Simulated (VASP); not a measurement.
Ca, 1 atom in the cell. It takes space group Fm-3m (No. 225, cubic). Conventional cell: a = 5.588 Å, b = 5.588 Å, c = 5.588 Å, α = 90.00°, β = 90.00°, γ = 90.00°. Ca (site symmetry m-3m) has 12 Ca at 3.95 Å as nearest neighbours. 

| Property | Result |
| --- | --- |
| Program | VASP 6.6.1 |
| Task | relaxation of cell and atoms |
| Functional | PBE |
| Potentials or basis | VASP PAW PBE potentials, release 64 (Ca_sv) |
| Cutoff | 600 eV |
| k mesh | 12 × 12 × 12 |
| Occupations | methfessel-paxton, width 0.1 eV |
| Spin | no spin polarisation |
| Further INCAR settings | ALGO = Normal; EDIFF = 1e-06; IBRION = 2; EDIFFG = -0.01; NSW = 90; ISIF = 3 |

Potentials or basis: VASP PAW PBE potentials, release 64 (Ca_sv).

Command:

```bash
$ cat potpaw_PBE.64/Ca_sv/POTCAR > POTCAR
$ mpirun -np 1 vasp_std > vasp.out
```

Hardware: 1 thread of Intel(R) Xeon(R) Platinum 8259CL CPU @ 2.50GHz (Skylake/Cascade Lake) (shared host).

**Question.** How long does it take, and how much memory?

**Answer.** Run time: 52 s on 1 thread of Intel(R) Xeon(R) Platinum 8259CL CPU @ 2.50GHz (Skylake/Cascade Lake), on a shared host, peak memory 0.2 GiB. Counts: scf iterations 27, k points 72, ion steps 3.
